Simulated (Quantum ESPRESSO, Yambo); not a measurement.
# BP (F-43m): G0W0 with Yambo, start to end, part 3 of 3

How does a plane-wave GW calculation on BP (F-43m) run from the first input to the gap?

Quantum ESPRESSO 7.5 and Yambo 5.3.0; PBE and many-body steps on it, plane waves. Known limits of the many-body steps: not at the basis limit; coarse k mesh.

So far. Step 3 (Bands along the symmetry lines): The gap is 1.260 eV, −0.021 eV from the run before at this level. Step 4 (Empty states on the mesh, 4×4×4 mesh, 101 bands): On this mesh the gap is 1.347 eV. The earlier step found 1.281 eV, so this mesh misses an edge.

## 6. Screening and self-energy, 4×4×4 mesh, 101 bands, screening to 210.9 eV

G0W0 replaces the xc potential by the self-energy, built once from these orbitals. Only a window of levels is corrected, while the sums run over the empty bands that the input names.

This step: G0W0 on PBE, plane waves, norm-conserving pseudopotentials.

Contents of gw1.in:

```
HF_and_locXC
gw0
dyson
ppa
em1d
rim_cut
RandQpts= 1000000
RandGvec= 1 RL
EXXRLvcs= 68 Ry
VXCRLvcs= 272 Ry
Chimod= "HARTREE"
% BndsRnXp
 1 | 101 |
%
NGsBlkXp= 15.5 Ry
% LongDrXp
 1 | 1 | 1 |
%
% GbndRnge
 1 | 101 |
%
DysSolver= "n"
ExtendOut
PPAPntXp= 27.21138 eV
% QPkrange
 1 | 8 | 1 | 8 |
%
```

The run is started by

```
$ OMP_NUM_THREADS=1 mpirun -n 4 yambo -F gw1.in -J gw1 -C gw1 > gw1.log
```

Output:

```text
 Yambo, version 5.3.0

 [02] CORE Variables Setup
 =========================

  [... cell, symmetries and grids as in the set-up ...]

  [02.05] Energies & Occupations
  ==============================

  [X] === General ===
  [X] Electronic Temperature                        :  0.000000  0.000000 [eV K]
  [X] Bosonic    Temperature                        :  0.000000  0.000000 [eV K]
  [X] Finite Temperature mode                       : no
  [X] El. density                                   :  0.34242E+24 [cm-3]
  [X] Fermi Level                                   :  9.241273 [eV]

  [X] === Gaps and Widths ===
  [X] Conduction Band Min                           :  1.347324 [eV]
  [X] Valence Band Max                              :  0.000000 [eV]
  [X] Filled Bands                                  :   4
  [X] Empty Bands                                   :    5  101
  [X] Direct Gap                                    :  3.406803 [eV]
  [X] Direct Gap localized at k                     :  1
  [X] Indirect Gap                                  :  1.347324 [eV]
  [X] Indirect Gap between kpts                     :   1   7
  [X] Last valence band width                       :  5.466754 [eV]
  [X] 1st conduction band width                     :  3.986001 [eV]

 [03] Transferred momenta grid and indexing
 ==========================================

 IBZ Q-points                                      :   8
 BZ  Q-points                                      :   64

 K/Q-points units:
 rlu = crystal or reduced units; cc = cartesian coordinates; iku = interal k-units

 Q [1]          [rlu]:  0.000000  0.000000  0.000000
 Q [2]          [rlu]: -0.10617E-17 -0.10617E-17  0.25000
 Q [3]          [rlu]:  0.21235E-17  0.21235E-17 -0.50000
 Q [4]          [rlu]: -0.90507E-17  0.25000      0.25000
 Q [5]          [rlu]:  0.10377E-16  0.25000      0.50000
 Q [6]          [rlu]:  0.21235E-17  0.25000     -0.25000
 Q [7]          [rlu]:  0.18101E-16 -0.50000     -0.50000
 Q [8]          [rlu]:  0.250000 -0.500000 -0.250000

 [04] Coloumb potential Random Integration (RIM)
 ===============================================

  [04.01] RIM initialization
  ==========================

  * Diagonal components only detected *

  8 x (sBL volume)        :  0.196662 [a.u.]
  sBZ random points       :  1000000
  Points outside the sBZ  :   7987327
  RL volume               :  1.573293 [a.u.]
  Integrated volume       :  1.575789 [a.u.]

  [04.02] RIM integrals
  =====================

  Gamma point sphere radius             :  0.105485 [a.u.]
  Points outside the sphere             :   799513
  [Int_sBZ(q=0) 1/q^2]*(Vol_sBZ)^(-1/3) =:  7.764325
                                 should be <:  7.795600

  Summary of Coulomb integrals for non-metallic bands |Q|[au] RIM/Bare

  Q [1] 0.100000E-4 0.995988 * Q [2] 0.317261 1.066317
  Q [4] 0.366342 1.065091 * Q [6] 0.518086 1.027759
  Q [5] 0.607509 1.020584 * Q [3] 0.634523 1.018268
  Q [7] 0.732684 1.014689 * Q [8] 0.819165 1.011648

 [05] Dipoles
 ============

  [05.01] Setup: observables and procedures
  =========================================

 [06] Dynamic Dielectric Matrix (PPA)
 ====================================

 [WR./gw1//ndb.pp]---------------------------------------------------------------
  Brillouin Zone Q/K grids (IBZ/BZ)                :    8   64    8   64
  RL vectors                                       :  1917 [WF]
  Coulomb cutoff potential                         : none
  Electronic Temperature                           :  0.000000 [K]
  Bosonic    Temperature                           :  0.000000 [K]
  PPA    diel. fun.  energies                      : Perdew, Burke & Ernzerhof(X)+Perdew, Burke & Ernzerhof(C)
  wavefunctions                                    : Perdew, Burke & Ernzerhof(X)+Perdew, Burke & Ernzerhof(C)
  Global Gauge                                     : length
  X matrix size                                    :  181
  X band range                                     :    1  101
  X e/h energy range                               : -1.000000 -1.000000 [eV]
  X Time ordering                                  : R
  X Hxc Kernel                                     : HARTREE
  X Drude frequency                                :  0.000000  0.000000
  X poles                                          :  100.0000 [o/o]
  RL vectors in the sum                            :  1917
  [r,Vnl] included                                 : yes
  Field direction                                  :  0.577350E-5  0.577350E-5  0.577350E-5
  BZ energy Double Grid                            : no
  BZ energy DbGd points                            : 0
  BZ Q point size factor                           : -1.000000
  X Optical Averaged directions                    : none

 [07] Local Exchange-Correlation + Non-Local Fock
 ================================================

 [VXC] Plane waves :  11935
 [EXS] Plane waves :  1471

 QP @ state[ 1 ] K range:   1   8
 QP @ state[ 1 ] b range:   1   8

 [xc] Functional : Perdew, Burke & Ernzerhof(X)+Perdew, Burke & Ernzerhof(C)
 [xc] LIBXC used to calculate xc functional
  PP Number of Atomic Species                      :  2
  NLCC RL compoments                               :  11935
  PP Number of Atomic Species                      :  2
  NLCC RL compoments                               :  11935

 [xc] E_xc :  -2.825902 [Ha]
      E_xc :  -5.651803 [Ry]

  Local XC kind (lXC) : Perdew, Burke & Ernzerhof(X)+Perdew, Burke & Ernzerhof(C)
  Non-Local XC kind (nlXC) : Hartree-Fock

  Corrections @ K [1] :  [eV]
 <1|nlXC|1> = -20.44689  0.39189E-16 <1|lXC|1> = -12.11671  0.18882E-15
 <2|nlXC|2> = -15.11572  0.21796E-16 <2|lXC|2> = -13.31497 -0.56641E-15
 <3|nlXC|3> = -15.11595 -0.22475E-16 <3|lXC|3> = -13.31497  0.18882E-15
 <4|nlXC|4> = -15.11596 -0.83148E-17 <4|lXC|4> = -13.31497 -0.94423E-16
 <5|nlXC|5> = -7.139172 -0.35472E-17 <5|lXC|5> = -12.02100 -0.94465E-16
 <6|nlXC|6> = -7.139667  0.13503E-17 <6|lXC|6> = -12.02100 -0.18882E-15
 <7|nlXC|7> = -7.139588  0.10158E-16 <7|lXC|7> = -12.02100  0.15714E-20
 <8|nlXC|8> = -6.199994  0.14216E-17 <8|lXC|8> = -12.71536  0.18870E-15

  Corrections @ K [2] :  [eV]
 <1|nlXC|1> = -20.11815 -0.64706E-17 <1|lXC|1> = -12.21581 -0.24217E-19
 <2|nlXC|2> = -16.07356 -0.27681E-17 <2|lXC|2> = -12.43881 -0.14161E-15
[...]
Corrections @ K [3] :  [eV]
[...]
Corrections @ K [4] :  [eV]
[...]
Corrections @ K [5] :  [eV]
[...]
[... 2 further k-points ...]
  Corrections @ K [8] :  [eV]
[...]
<4|nlXC|4> = -15.45790  0.71902E-17 <4|lXC|4> = -11.81239  0.23603E-16
 <5|nlXC|5> = -6.016195 -0.57677E-18 <5|lXC|5> = -11.42129 -0.93322E-19
 <6|nlXC|6> = -5.715581 -0.52538E-17 <6|lXC|6> = -11.08265 -0.18881E-15
 <7|nlXC|7> = -5.800497  0.33304E-17 <7|lXC|7> = -12.24407 -0.19036E-19
 <8|nlXC|8> = -5.718506  0.37052E-18 <8|lXC|8> = -12.07460 -0.47186E-16

  [07.01] Hartree-Fock occupations report
  =======================================

  [Hartree-Fock] === General ===
  [Hartree-Fock] Electronic Temperature             :  0.000000  0.000000 [eV K]
  [Hartree-Fock] Bosonic    Temperature             :  0.000000  0.000000 [eV K]
  [Hartree-Fock] Finite Temperature mode            : no
  [Hartree-Fock] El. density                        :  0.34242E+24 [cm-3]
  [Hartree-Fock] Fermi Level                        :  9.241273 [eV]

  [Hartree-Fock] === Gaps and Widths ===
  [Hartree-Fock] Conduction Band Min                :  5.744359 [eV]
  [Hartree-Fock] Valence Band Max                   : -1.800984 [eV]
  [Hartree-Fock] Filled Bands                       :   4
  [Hartree-Fock] Empty Bands                        :    5  101
  [Hartree-Fock] Direct Gap                         :  10.08962 [eV]
  [Hartree-Fock] Direct Gap localized at k          :  1
  [Hartree-Fock] Indirect Gap                       :  7.545343 [eV]
  [Hartree-Fock] Indirect Gap between kpts          :   1   7
  [Hartree-Fock] Last valence band width            :  7.311274 [eV]
  [Hartree-Fock] 1st conduction band width          :  4.994057 [eV]

 [08] Dyson equation: Newton solver
 ==================================

  [08.01] G0W0 (W PPA)
  ====================

  [  GW  ] Bands range     :    1  101
  [GW/PPA] G damping       :  0.100000 [eV]

  QP @ state[ 1 ] K range:   1   8
  QP @ state[ 1 ] b range:   1   8

   Sc/G bands                                       :    1  101
   Sc/G damping                                     :  0.100000 ev
   Sc bands terminator                              : no
   Sx RL components                                 :  1471

   QP @ state[ 1 ] K range                          :   1   8
   QP @ state[ 1 ] b range                          :   1   8
   GF energies kind                                 : Perdew, Burke & Ernzerhof(X)+Perdew, Burke & Ernzerhof(C)
   GF WF`s kind                                     : Perdew, Burke & Ernzerhof(X)+Perdew, Burke & Ernzerhof(C)
   Xs energies kind                                 : Perdew, Burke & Ernzerhof(X)+Perdew, Burke & Ernzerhof(C)
   Xs WF`s kind                                     : Perdew, Burke & Ernzerhof(X)+Perdew, Burke & Ernzerhof(C)

 [11] Game Over & Game summary
```

It took 2.3 min on 4 MPI ranks of Arm Neoverse V1, shared host; peak memory 1.2 GiB.

Numbers from this step:

```
G0W0 gap on the mesh                         : 2.046 eV
starting gap on the mesh                     : 1.347 eV
k of the valence top                         : 0, 0, 0
k of the conduction bottom                   : 0, -0.5, -0.5
least direct G0W0 gap on the computed points : 4.275 eV
Z at the valence top                         : 0.7971
Z at the conduction bottom                   : 0.8098
```

The gap on the mesh goes from 1.35 eV to 2.05 eV, a correction of +0.70 eV. The start differs from the 1.28 eV found before because the two sample other k points.

Limits: finite bands, cutoff and mesh; coarse k mesh. v1 is the top filled band, c1 the lowest empty one. The levels before and after the correction (eV, zero at the valence-band top of each column):

```tsv
	conduction bottom	valence top
Kohn-Sham	1.35	0.00
G0W0	2.05	0.00
```

```tsv
	level	energy (eV)
Kohn-Sham	Γ v3-v1	0.000
Kohn-Sham	Γ c1-c3	3.407
Kohn-Sham	(0 -0.5 -0.5) v3	-8.578
Kohn-Sham	(0 -0.5 -0.5) v2-v1	-4.114
Kohn-Sham	(0 -0.5 -0.5) c1	1.347
Kohn-Sham	(0 -0.5 -0.5) c2	1.667
Kohn-Sham	(0 -0.5 -0.5) c3	12.066
G0W0	Γ v3-v1	0.000
G0W0	Γ c1-c3	4.275
G0W0	(0 -0.5 -0.5) v3	-8.939
G0W0	(0 -0.5 -0.5) v2-v1	-4.302
G0W0	(0 -0.5 -0.5) c1	2.046
G0W0	(0 -0.5 -0.5) c2	2.419
G0W0	(0 -0.5 -0.5) c3	13.046
```

## 7. Where the time went

Times are wall times on the hardware named with each run, good to a factor of about two.

```tsv
step	time	share	memory (GiB)
ground state	2.2 s	1 %	0.19
bands along the symmetry lines	1.8 s	1 %	0.05
empty states on the mesh	2.7 s	2 %	0.23
conversion and set-up	2 s	1 %	0.23
screening and self-energy	2.3 min	94 %	1.2
```

## 8. Results

| Quantity | Value |
| --- | --- |
| PBE gap | 1.26 eV, indirect |
| G0W0 gap on the mesh | 2.05 eV |
| G0W0 gap over the zone (rigid shift) | 1.96 eV |
| GW settings | 4×4×4 mesh, 101 bands, screening to 210.9 eV, Godby-Needs plasmon pole |
| known limits | not at the basis limit; coarse k mesh |

**Reading.** G0W0 moves the gap on the mesh from 1.35 eV to 2.05 eV (+0.70 eV), with Z of 0.80 and 0.81 at the edges. The mesh misses the band edges by 0.09 eV in all; a rigid shift gives 1.96 eV for the zone. The dearest step here is «screening and self-energy». Bands and cutoff are finite, so the gap is not at the basis limit. The miss can reach some tenths of an eV and take either sign; the mesh is an error of its own. A denser mesh or path gives a starting gap of 1.26 eV: the GW mesh misses a band edge, so its gaps are not the fundamental one. The 4×4×4 mesh is coarse for this cell, which bears on the long-range parts of exchange and screening.

[Paths, hosts, dates, memory and timing lines, banners, echoed tables and standing remarks are left out of the program output.]

[Logs are printed without paths, hosts, clocks, repeated set-up lines and the standing remarks that a program may print on its own settings, such as how far it seeks lower states.]

[Runs of the session that timed out or met a known fault of the program may be left out.]

[Hosts, paths, dates, database ids (printed as entryN), source tags and the programs' standing remarks are cut or masked in the printed files.]
